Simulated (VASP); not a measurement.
# Vibrations of Al2O3 (Corundum) at several levels of theory

How much do the zone-centre frequencies of Al2O3 (Corundum) depend on the functional? The starting structure is a measured crystal structure from the Crystallography Open Database.

Method: Kohn-Sham DFT with plane waves and PAW; LDA, PBEsol, PBE, PBEsol + D3(BJ) and r2SCAN, in VASP 6.6.1.

### 1. The starting structure

The structure is trigonal, space group R-3c (No. 167). Conventional cell: a = 4.759 Å, b = 4.759 Å, c = 12.996 Å, α = 90.00°, β = 90.00°, γ = 120.00°. Al has 6 O at 1.88 to 1.93 Å nearest. Nearest to O lie 4 Al at 1.88 to 1.93 Å. Farther neighbours and most contacts between anions are not listed.

### 2. Modes with LDA

LDA, the lowest rung, knows the local density alone. The cell comes from a relaxation at this level, not shown (83.51 Å³).

INCAR reads:

```
SYSTEM = Al2O3
PREC = Accurate
ENCUT = 520
EDIFF = 1E-08
NELM = 100
ISMEAR = 0
SIGMA = 0.03
LREAL = .FALSE.
ALGO = Normal
GGA = CA
NBANDS = 34
LORBIT = 11
LWAVE = .FALSE.
LCHARG = .FALSE.
KPAR = 16
IBRION = 6
NFREE = 2
POTIM = 0.015
NSW = 1
ISIF = 2
```

POSCAR reads:

```
Al2O3
1.0
    2.3675317589      1.3668950983      4.3008745291
   -2.3675317589      1.3668950983      4.3008745291
    0.0000000000     -2.7337901966      4.3008745291
Al O
4 6
Direct
    0.1479949731      0.1479949731      0.1479949731
    0.3520050269      0.3520050269      0.3520050269
    0.8520050269      0.8520050269      0.8520050269
    0.6479949731      0.6479949731      0.6479949731
    0.9442605397      0.2500000000      0.5557394603
    0.5557394603      0.9442605397      0.2500000000
    0.2500000000      0.5557394603      0.9442605397
    0.0557394603      0.7500000000      0.4442605397
    0.4442605397      0.0557394603      0.7500000000
    0.7500000000      0.4442605397      0.0557394603
```

KPOINTS reads:

```
Automatic mesh
0
Gamma
6 6 6
0 0 0
```

Potentials, in the order of the species: Al and O (LDA family, release 64).

The run is started by

```bash
mpirun -np 16 vasp_std
```

Log:

```text
[banner, memory and clock lines left out]
running   16 mpi-ranks, on    1 nodes
 distrk:  each k-point on    1 cores,   16 groups
 distr:  one band on    1 cores,    1 groups

 POSCAR found type information on POSCAR AlO
 POSCAR found :  2 types and      10 ions
|                                                                             |
|           W    W    AA    RRRRR   N    N  II  N    N   GGGG   !!!           |
|           W    W   A  A   R    R  NN   N  II  NN   N  G    G  !!!           |
|           W    W  A    A  R    R  N N  N  II  N N  N  G       !!!           |
|           W WW W  AAAAAA  RRRRR   N  N N  II  N  N N  G  GGG   !            |
|           WW  WW  A    A  R   R   N   NN  II  N   NN  G    G                |
|           W    W  A    A  R    R  N    N  II  N    N   GGGG   !!!           |
|                                                                             |
|     For optimal performance we recommend to set                             |
|       NCORE = 2 up to number-of-cores-per-socket                            |
|     NCORE specifies how many cores store one orbital (NPAR=cpu/NCORE).      |
|     This setting can greatly improve the performance of VASP for DFT.       |
|     The default, NCORE=1 might be grossly inefficient on modern             |
|     multi-core architectures or massively parallel machines. Do your        |
|     Unfortunately you need to use the default for GW and RPA                |
|     calculations (for HF NCORE is supported but not extensively tested      |
|     yet).                                                                   |
|                                                                             |

 LDA part: xc-table for (Slater(with rela. corr.)+CA(PZ))
 , standard interpolation
 POSCAR, INCAR and KPOINTS ok, starting setup
 FFT: planning ... GRIDC
 FFT: planning ... GRID_SOFT
 FFT: planning ... GRID
 WAVECAR not read
 entering main loop
       N       E                     dE             d eps       ncg     rms          rms(c)
DAV:   1     0.223298960485E+03    0.22330E+03   -0.25688E+04  2176   0.135E+03
DAV:   2    -0.790426182777E+02   -0.30234E+03   -0.29138E+03  2786   0.294E+02
DAV:   3    -0.914817354067E+02   -0.12439E+02   -0.12398E+02  2796   0.610E+01
DAV:   4    -0.915730854530E+02   -0.91350E-01   -0.91293E-01  2720   0.606E+00
DAV:   5    -0.915739518118E+02   -0.86636E-03   -0.86620E-03  2716   0.586E-01    0.177E+01
DAV:   6    -0.832934826790E+02    0.82805E+01   -0.30041E+01  2638   0.292E+01    0.633E+00
DAV:   7    -0.831909502908E+02    0.10253E+00   -0.92341E-01  2662   0.469E+00    0.320E+00
DAV:   8    -0.831118776168E+02    0.79073E-01   -0.80001E-02  2718   0.210E+00    0.745E-01
DAV:   9    -0.831046276471E+02    0.72500E-02   -0.14559E-02  2798   0.630E-01    0.269E-01
DAV:  10    -0.831046808342E+02   -0.53187E-04   -0.49170E-04  2550   0.137E-01    0.641E-02
DAV:  11    -0.831046637641E+02    0.17070E-04   -0.12582E-04  2686   0.661E-02    0.261E-02
DAV:  12    -0.831046639050E+02   -0.14088E-06   -0.36577E-06  2690   0.130E-02    0.633E-03
DAV:  13    -0.831046635862E+02    0.31878E-06   -0.12207E-06  2670   0.647E-03    0.150E-03
DAV:  14    -0.831046635842E+02    0.20582E-08   -0.44675E-08  2358   0.128E-03
   1 F= -.83104664E+02 E0= -.83104664E+02  d E =-.923049E-20
[... from here on, the cycles between the ionic steps are left out ...]
   2 F= -.83102359E+02 E0= -.83102359E+02  d E =-.322079E-19
   3 F= -.83102327E+02 E0= -.83102327E+02  d E =-.350135E-19
   4 F= -.83102489E+02 E0= -.83102489E+02  d E =-.947229E-21
   5 F= -.83102511E+02 E0= -.83102511E+02  d E =-.161687E-18
   6 F= -.83102547E+02 E0= -.83102547E+02  d E =-.190928E-23
   7 F= -.83102517E+02 E0= -.83102517E+02  d E =-.326193E-16
   8 F= -.83102851E+02 E0= -.83102851E+02  d E =-.155698E-19
 Finite differences progress:
  Degree of freedom:   4/  4
  Displacement:        1/  2
  Total:               7/  8
 bond charge predicted
       N       E                     dE             d eps       ncg     rms          rms(c)
DAV:   1    -0.831031867144E+02   -0.33556E-03   -0.29986E+00  7816   0.988E+00    0.264E-01
DAV:   2    -0.831037546337E+02   -0.56792E-03   -0.31285E-02  9766   0.104E+00    0.140E-01
DAV:   3    -0.831028328476E+02    0.92179E-03   -0.20866E-03  9720   0.321E-01    0.334E-02
DAV:   4    -0.831028542256E+02   -0.21378E-04   -0.41940E-04  9574   0.112E-01    0.183E-02
DAV:   5    -0.831028515595E+02    0.26660E-05   -0.63732E-06  9528   0.165E-02    0.755E-03
DAV:   6    -0.831028511597E+02    0.39977E-06   -0.11914E-06  9570   0.771E-03    0.113E-03
DAV:   7    -0.831028511597E+02    0.50022E-10   -0.14470E-07  9448   0.251E-03    0.667E-04
DAV:   8    -0.831028511587E+02    0.96725E-09   -0.26632E-08  7828   0.128E-03
   9 F= -.83102851E+02 E0= -.83102851E+02  d E =-.155565E-19
 Finite differences progress:
  Degree of freedom:   4/  4
  Displacement:        2/  2
  Total:               8/  8
```

It took 3.8 min on 16 MPI ranks of Intel Xeon Platinum 8375C at 2.90GHz (Ice Lake), shared host; peak memory 8.8 GiB; 61 min of CPU time.

The logs omit lines about the potential files and the build; timing stands in the text.

OUTCAR, selected parts (step 2):

```text
ion  position               nearest neighbor table
   1  0.148  0.148  0.148-   8 1.85   9 1.85  10 1.85   5 1.96   7 1.96   6 1.96   2 2.63   3 2.78
                             3 2.78   3 2.78   2 3.20   2 3.20   2 3.20
   2  0.352  0.352  0.352-  10 1.85   9 1.85   8 1.85   7 1.96   5 1.96   6 1.96   1 2.63   4 2.78
                             4 2.78   4 2.78   1 3.20   1 3.20   1 3.20
   3  0.852  0.852  0.852-   5 1.85   6 1.85   7 1.85   8 1.96  10 1.96   9 1.96   4 2.63   1 2.78
                             1 2.78   1 2.78   4 3.20   4 3.20   4 3.20
   4  0.648  0.648  0.648-   7 1.85   6 1.85   5 1.85  10 1.96   8 1.96   9 1.96   3 2.63   2 2.78
                             2 2.78   2 2.78   3 3.20   3 3.20   3 3.20
   5  0.944  0.250  0.556-   3 1.85   4 1.85   1 1.96   2 1.96
   6  0.556  0.944  0.250-   3 1.85   4 1.85   1 1.96   2 1.96
   7  0.250  0.556  0.944-   4 1.85   3 1.85   2 1.96   1 1.96
   8  0.056  0.750  0.444-   1 1.85   2 1.85   3 1.96   4 1.96
   9  0.444  0.056  0.750-   1 1.85   2 1.85   3 1.96   4 1.96
  10  0.750  0.444  0.056-   2 1.85   1 1.85   4 1.96   3 1.96

  LATTYP: Found a trigonal (rhomboedric) cell.
 ALAT       =     5.0961878453
 COS(alpha) =     0.5683509720

 Subroutine GETGRP returns: Found 12 space group operations
 (whereof  6 operations were pure point group operations)

The static configuration has the point symmetry S_6 .
 The point group associated with its full space group is D_3d.

 Found     32 irreducible k-points:

   k-points           NKPTS =     32   k-points in BZ     NKDIM =     32   number of bands    NBANDS=     34

   dimension x,y,z NGX =    40 NGY =   40 NGZ =   40
   dimension x,y,z NGXF=    80 NGYF=   80 NGZF=   80

   ENCUT  =  520.0 eV  38.22 Ry    6.18 a.u.   9.48  9.48  9.48*2*pi/ulx,y,z

   NELECT =      48.0000    total number of electrons

 k-points in reciprocal lattice and weights: Automatic mesh
   0.00000000  0.00000000  0.00000000       0.005
   0.16666667  0.00000000 -0.00000000       0.028
   0.33333333  0.00000000 -0.00000000       0.028
   0.50000000 -0.00000000  0.00000000       0.014
   0.16666667  0.16666667 -0.00000000       0.028
   0.33333333  0.16666667  0.00000000       0.056
   0.50000000  0.16666667  0.00000000       0.056
  -0.33333333  0.16666667  0.00000000       0.056
  -0.16666667  0.16666667  0.00000000       0.028
[...]
-0.33333333  0.50000000  0.33333333       0.028
   0.50000000  0.50000000  0.50000000       0.005

 average (electrostatic) potential at core
       1 -69.4196       2 -69.4450       3 -69.4211       4 -69.4438       5 -68.0304
       6 -68.0310       7 -68.0304       8 -68.0304       9 -68.0296      10 -68.0313

 E-fermi :   6.2107

 k-point     1 :       0.0000    0.0000    0.0000
  band No.  band energies     occupation
    ...
     20       5.5020      2.00000
     21       5.5127      2.00000
     22       5.9837      2.00000
     23       5.9876      2.00000
     24       6.0303      2.00000
     25      12.4252      0.00000
     26      15.0897      0.00000
     27      16.7798      0.00000
     28      17.5296      0.00000
     29      17.5512      0.00000
    ...

 k-point     2 :       0.1667    0.0000   -0.0000
  band No.  band energies     occupation
    ...
     20       5.1297      2.00000
     21       5.3112      2.00000
     22       5.6777      2.00000
     23       5.9418      2.00000
     24       5.9738      2.00000
     25      13.0412      0.00000
     26      15.5998      0.00000
     27      16.3538      0.00000
     28      17.0982      0.00000
     29      17.2941      0.00000
    ...

 k-point     3 :       0.3333    0.0000   -0.0000
  band No.  band energies     occupation
    ...
     20       4.6439      2.00000
     21       5.1451      2.00000
     22       5.4669      2.00000
     23       5.7859      2.00000
     24       5.8329      2.00000
     25      14.3201      0.00000
     26      15.8280      0.00000
     27      16.0904      0.00000
     28      16.5838      0.00000
     29      16.8679      0.00000
    ...

  Total       -0.0408763      0.0413045      0.0016332     -0.0230659      0.0251066      0.0132873
  in kB       -0.7842302      0.7924440      0.0313332     -0.4425301      0.4816804      0.2549227
  external PRESSURE =       0.0131823 kB  Pullay stress =       0.0000000 kB

  energy-cutoff  :      520.00
  volume of cell :       83.51
      direct lattice vectors                 reciprocal lattice vectors
     2.367531759  1.366895098  4.300874529     0.211190409  0.121930839  0.077503617
    -2.367531759  1.366895098  4.300874529    -0.211190409  0.121930839  0.077503617
     0.000000000 -2.733790197  4.300874529     0.000000000 -0.243861679  0.077503617

 POSITION                                       TOTAL-FORCE (eV/Angst)
 -----------------------------------------------------------------------------------
      0.00000      0.00000      1.90952         0.003176      0.002316     -0.018416
      0.00000      0.00000      4.54179         0.000783     -0.001646     -0.016379
      0.00000      0.00000     10.99310         0.017875     -0.033514     -0.033620
      0.00000      0.00000      8.36084         0.035755      0.001287     -0.032274
      1.64368      0.11315      7.51153        -0.080015      0.043871      0.241609
     -0.91984      1.36690      7.52653         0.005080      0.002317      0.007583
     -0.72385     -1.48005      7.52653        -0.000050     -0.004525      0.007496
     -1.64368     -0.11315      5.37609         0.047980     -0.026618     -0.068655
      0.91984     -1.36690      5.37609        -0.027763     -0.012588     -0.043706
      0.72385      1.48005      5.37609        -0.002822      0.029100     -0.043638
 -----------------------------------------------------------------------------------
    total drift:                                0.000029     -0.000021      0.000117

  FREE ENERGIE OF THE ION-ELECTRON SYSTEM (eV)
  ---------------------------------------------------
  free  energy   TOTEN  =       -83.1028511587 eV

  energy  without entropy=      -83.1028511587  energy(sigma->0) =      -83.10285116

 Eigenvectors and eigenvalues of the dynamical matrix
 ----------------------------------------------------

   1 f  =   22.617838 THz   142.112065 2PiTHz  754.449855 cm-1    93.539818 meV
             X         Y         Z           dx          dy          dz
      0.000000  0.000000  1.909523     0.080557   -0.094278    0.000000
      0.000000  0.000000  4.541788     0.080516    0.094313   -0.000000
      0.000000  0.000000 10.993100    -0.080557    0.094278   -0.000000
      0.000000  0.000000  8.360835    -0.080516   -0.094313    0.000000
[...]
-0.919836  1.366895  7.526530     0.000039    0.407424   -0.338040
     -0.723848 -1.480049  7.526530     0.254503   -0.033541    0.168956
     -1.643684 -0.113154  5.376093     0.254616    0.033430   -0.169083
      0.919836 -1.366895  5.376093    -0.000039   -0.407424    0.338040
      0.723848  1.480049  5.376093    -0.254503    0.033541   -0.168956

   3 f  =   22.540227 THz   141.624421 2PiTHz  751.861029 cm-1    93.218845 meV
             X         Y         Z           dx          dy          dz
      0.000000  0.000000  1.909523     0.000000    0.000000   -0.063103
      0.000000  0.000000  4.541788    -0.000000    0.000000   -0.063103
      0.000000  0.000000 10.993100    -0.000000   -0.000000    0.063103
      0.000000  0.000000  8.360835     0.000000   -0.000000    0.063103
      1.643684  0.113154  7.526530     0.201064   -0.116084   -0.331828
     -0.919836  1.366895  7.526530     0.000000    0.232169   -0.331828
     -0.723848 -1.480049  7.526530    -0.201064   -0.116084   -0.331828
     -1.643684 -0.113154  5.376093    -0.201064    0.116084    0.331828
      0.919836 -1.366895  5.376093    -0.000000   -0.232169    0.331828
      0.723848  1.480049  5.376093     0.201064    0.116084    0.331828

   4 f  =   20.719892 THz   130.186919 2PiTHz  691.141190 cm-1    85.690548 meV
             X         Y         Z           dx          dy          dz
      0.000000  0.000000  1.909523    -0.000000    0.000000   -0.183258
      0.000000  0.000000  4.541788    -0.000000   -0.000000    0.183258
      0.000000  0.000000 10.993100    -0.000000    0.000000   -0.183258
      0.000000  0.000000  8.360835    -0.000000   -0.000000    0.183258
      1.643684  0.113154  7.526530     0.189920    0.328950   -0.000000
     -0.919836  1.366895  7.526530    -0.379839    0.000000   -0.000000
     -0.723848 -1.480049  7.526530     0.189920   -0.328950    0.000000
     -1.643684 -0.113154  5.376093     0.189920    0.328950   -0.000000
      0.919836 -1.366895  5.376093    -0.379839    0.000000    0.000000
      0.723848  1.480049  5.376093     0.189920   -0.328950    0.000000

   5 f  =   19.355697 THz   121.615429 2PiTHz  645.636545 cm-1    80.048693 meV
             X         Y         Z           dx          dy          dz
      0.000000  0.000000  1.909523    -0.000000    0.000000    0.104440
      0.000000  0.000000  4.541788    -0.000000   -0.000000   -0.104440
      0.000000  0.000000 10.993100     0.000000   -0.000000   -0.104440
      0.000000  0.000000  8.360835     0.000000    0.000000    0.104440
      1.643684  0.113154  7.526530     0.199621    0.345755    0.000000
     -0.919836  1.366895  7.526530    -0.399243    0.000000   -0.000000
     -0.723848 -1.480049  7.526530     0.199621   -0.345755   -0.000000
     -1.643684 -0.113154  5.376093    -0.199621   -0.345755   -0.000000
      0.919836 -1.366895  5.376093     0.399243    0.000000   -0.000000
      0.723848  1.480049  5.376093    -0.199621    0.345755    0.000000

   6 f  =   19.028163 THz   119.557473 2PiTHz  634.711189 cm-1    78.694122 meV
             X         Y         Z           dx          dy          dz
      0.000000  0.000000  1.909523    -0.105204    0.113165    0.000000
      0.000000  0.000000  4.541788    -0.105232   -0.113139   -0.000000
      0.000000  0.000000 10.993100    -0.105204    0.113165    0.000000
      0.000000  0.000000  8.360835    -0.105232   -0.113139   -0.000000
      1.643684  0.113154  7.526530     0.278391   -0.324469   -0.055906
     -0.919836  1.366895  7.526530    -0.283666   -0.000058    0.000008
     -0.723848 -1.480049  7.526530     0.278311    0.324493    0.055898
     -1.643684 -0.113154  5.376093     0.278391   -0.324469   -0.055906
      0.919836 -1.366895  5.376093    -0.283666   -0.000058    0.000008
      0.723848  1.480049  5.376093     0.278311    0.324493    0.055898

   7 f  =   19.028163 THz   119.557473 2PiTHz  634.711189 cm-1    78.694122 meV
             X         Y         Z           dx          dy          dz
      0.000000  0.000000  1.909523     0.113165    0.105204    0.000000
      0.000000  0.000000  4.541788    -0.113139    0.105232    0.000000
      0.000000  0.000000 10.993100     0.113165    0.105204    0.000000
      0.000000  0.000000  8.360835    -0.113139    0.105232    0.000000
      1.643684  0.113154  7.526530     0.324447    0.096368   -0.032268
     -0.919836  1.366895  7.526530     0.000035   -0.465690    0.064550
     -0.723848 -1.480049  7.526530    -0.324516    0.096287   -0.032282
     -1.643684 -0.113154  5.376093     0.324447    0.096368   -0.032268
      0.919836 -1.366895  5.376093     0.000035   -0.465690    0.064550
      0.723848  1.480049  5.376093    -0.324516    0.096287   -0.032282

   8 f  =   18.051274 THz   113.419498 2PiTHz  602.125679 cm-1    74.654036 meV
             X         Y         Z           dx          dy          dz
      0.000000  0.000000  1.909523     0.000000   -0.000000    0.465206
      0.000000  0.000000  4.541788     0.000000    0.000000   -0.465206
      0.000000  0.000000 10.993100     0.000000   -0.000000    0.465206
      0.000000  0.000000  8.360835     0.000000    0.000000   -0.465206
      1.643684  0.113154  7.526530     0.074815    0.129583    0.000000
     -0.919836  1.366895  7.526530    -0.149629   -0.000000    0.000000
     -0.723848 -1.480049  7.526530     0.074815   -0.129583   -0.000000
     -1.643684 -0.113154  5.376093     0.074815    0.129583    0.000000
      0.919836 -1.366895  5.376093    -0.149629   -0.000000    0.000000
      0.723848  1.480049  5.376093     0.074815   -0.129583   -0.000000

   9 f  =   17.726818 THz   111.380885 2PiTHz  591.303015 cm-1    73.312197 meV
             X         Y         Z           dx          dy          dz
      0.000000  0.000000  1.909523    -0.000000   -0.000000    0.188147
      0.000000  0.000000  4.541788     0.000000   -0.000000    0.188147
      0.000000  0.000000 10.993100    -0.000000   -0.000000    0.188147
      0.000000  0.000000  8.360835     0.000000   -0.000000    0.188147
      1.643684  0.113154  7.526530     0.295624   -0.170678   -0.162919
     -0.919836  1.366895  7.526530     0.000000    0.341357   -0.162919
     -0.723848 -1.480049  7.526530    -0.295624   -0.170678   -0.162919
     -1.643684 -0.113154  5.376093     0.295624   -0.170678   -0.162919
      0.919836 -1.366895  5.376093    -0.000000    0.341357   -0.162919
      0.723848  1.480049  5.376093    -0.295624   -0.170678   -0.162919
    [... 270 further lines ...]
     -1.643684 -0.113154  5.376093     0.257475    0.110160   -0.000027
      0.919836 -1.366895  5.376093     0.257405    0.110254   -0.000018
      0.723848  1.480049  5.376093     0.257521    0.110268    0.000044

 ELASTIC MODULI CONTR FROM IONIC RELAXATION (kBar)
 Direction    XX          YY          ZZ          XY          YZ          ZX
 --------------------------------------------------------------------------------
 XX        -404.0363    174.4359    151.7259      0.0000    113.9484      0.0000
 YY         174.4359   -404.0363    151.7259     -0.0000   -113.9484     -0.0000
 ZZ         151.7259    151.7259   -230.7044      0.0000     -0.0000     -0.0000
 XY           0.0000     -0.0000      0.0000   -289.2361     -0.0000    113.9484
 YZ         113.9484   -113.9484     -0.0000     -0.0000   -149.4451      0.0000
 ZX          -0.0000      0.0000     -0.0000    113.9484      0.0000   -149.4451
 --------------------------------------------------------------------------------

 total charge
# of ion       s       p       d       tot
------------------------------------------
    1        0.321   0.424   0.000   0.745
    2        0.321   0.424   0.000   0.745
    3        0.321   0.424   0.000   0.745
    4        0.321   0.424   0.000   0.745
    5        1.537   3.637   0.000   5.173
    6        1.537   3.637   0.000   5.173
    7        1.537   3.637   0.000   5.173
    8        1.537   3.637   0.000   5.173
    9        1.537   3.637   0.000   5.173
   10        1.537   3.637   0.000   5.173
--------------------------------------------------
tot         10.504  23.517   0.000  34.021

[... 3 further parts left out ...]
```

The last energy, forces, stress and levels in OUTCAR belong to the last displaced cell, not to the cell of POSCAR.

LDA: the zone-centre modes are at the top Eg (5) 754.4, A2g (3) 751.9, A1u (2) 691.1, A1g (2) 645.6 cm⁻¹, at the bottom A2u (1) 397.2, Eu (1) 390.1, Eg (1) 374.0, A2g (1) 312.9 cm⁻¹, with 10 more of the listed ones between.

[end of part 1 of 3]

[Lines on the potential files, build, host, timing and source positions are cut from VASP's logs without a mark.]

[Logs are printed without paths, hosts, clocks, repeated set-up lines and the standing remarks that a program may print on its own settings, such as how far it seeks lower states.]

[Hosts, paths, dates, database ids (printed as entryN), source tags and the programs' standing remarks are cut or masked in the printed files.]
